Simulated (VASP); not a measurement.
Set up this calculation in VASP 6.6.1, as the native input.

```yaml
Task: band structure
Functional: PBE0
Potentials_or_basis: VASP PAW PBE potentials, release 64 (Si, C)
Cutoff: 520 eV
k_mesh: 5 × 5 × 5
Occupations: fermi-dirac, width 0.05 eV
Spin: no spin polarisation
Grid_for_exact_exchange_PRECFOCK: Fast
Exchange_at_q_=_0: truncated
Further_INCAR_settings: ALGO = Normal; EDIFF = 1e-06; NBANDS = 11
```

Crystal: SiC (Moissanite 3C).

```
Si C
1.0
     0.00000    2.17900    2.17900
     2.17900    0.00000    2.17900
     2.17900    2.17900    0.00000
Si C
1 1
Direct
  0.00000 0.00000 0.00000
  0.75000 0.75000 0.75000
```

One way to write it, as run:

POSCAR

```
SiC
1.0
    0.0000000000      2.1790000000      2.1790000000
    2.1790000000      0.0000000000      2.1790000000
    2.1790000000      2.1790000000      0.0000000000
Si C
1 1
Direct
    0.0000000000      0.0000000000      0.0000000000
    0.7500000000      0.7500000000      0.7500000000
```

INCAR.step1

```
SYSTEM = SiC
PREC = Accurate
ENCUT = 520
EDIFF = 1E-5
ISMEAR = -1
SIGMA = 0.05
LREAL = .False.
LASPH = .True.
NELM = 100
ALGO = Normal
ISIF = 2
LWAVE = .True.
LCHARG = .False.
NBANDS = 11
GGA = PE
```

INCAR.step2

```
SYSTEM = SiC
PREC = Accurate
ENCUT = 520
EDIFF = 1E-6
ISMEAR = -1
SIGMA = 0.05
LREAL = .False.
LASPH = .True.
NELM = 100
ALGO = Normal
ISIF = 2
LWAVE = .False.
LCHARG = .False.
GGA = PE
LHFCALC = .True.
AEXX = 0.25
PRECFOCK = Fast
HFRCUT = -1
NBANDS = 11
ISTART = 1
```

KPOINTS

```
Automatic mesh
0
Gamma
  5 5 5
  0 0 0
```

KPOINTS_OPT

```
path GXWKGLUWLK,UX
12
line-mode
reciprocal
 0.0000000000  0.0000000000  0.0000000000  G
 0.5000000000  0.0000000000  0.5000000000  X

 0.5000000000  0.0000000000  0.5000000000  X
 0.5000000000  0.2500000000  0.7500000000  W

 0.5000000000  0.2500000000  0.7500000000  W
 0.3750000000  0.3750000000  0.7500000000  K

 0.3750000000  0.3750000000  0.7500000000  K
 0.0000000000  0.0000000000  0.0000000000  G

 0.0000000000  0.0000000000  0.0000000000  G
 0.5000000000  0.5000000000  0.5000000000  L

 0.5000000000  0.5000000000  0.5000000000  L
 0.6250000000  0.2500000000  0.6250000000  U

 0.6250000000  0.2500000000  0.6250000000  U
 0.5000000000  0.2500000000  0.7500000000  W

 0.5000000000  0.2500000000  0.7500000000  W
 0.5000000000  0.5000000000  0.5000000000  L

 0.5000000000  0.5000000000  0.5000000000  L
 0.3750000000  0.3750000000  0.7500000000  K

 0.6250000000  0.2500000000  0.6250000000  U
 0.5000000000  0.0000000000  0.5000000000  X
```

Potentials or basis: VASP PAW PBE potentials, release 64 (Si, C).

The run is started by

```bash
$ cat potpaw_PBE.64/Si/POTCAR potpaw_PBE.64/C/POTCAR > POTCAR
$ cp INCAR.step1 INCAR
$ mpirun -np 1 vasp_std > vasp.out
$ cp INCAR.step2 INCAR
$ mpirun -np 1 vasp_std > vasp.out
```

It gave:

```
Pressure                : -1.9 GPa
Band gap along the path : 2.98 eV, indirect (least direct gap 6.49 eV)
```

Caveat: the k mesh is coarse (spacing up to 0.50 Å⁻¹), so the values aren't converged, least of all with exact exchange; the PAW data sets were made with another functional, which shifts forces and pressure a little.

Run time: 6.8 min on 1 thread of AMD EPYC 7R13 Processor (Zen 3), with other jobs on the host, peak memory 0.14 GiB.
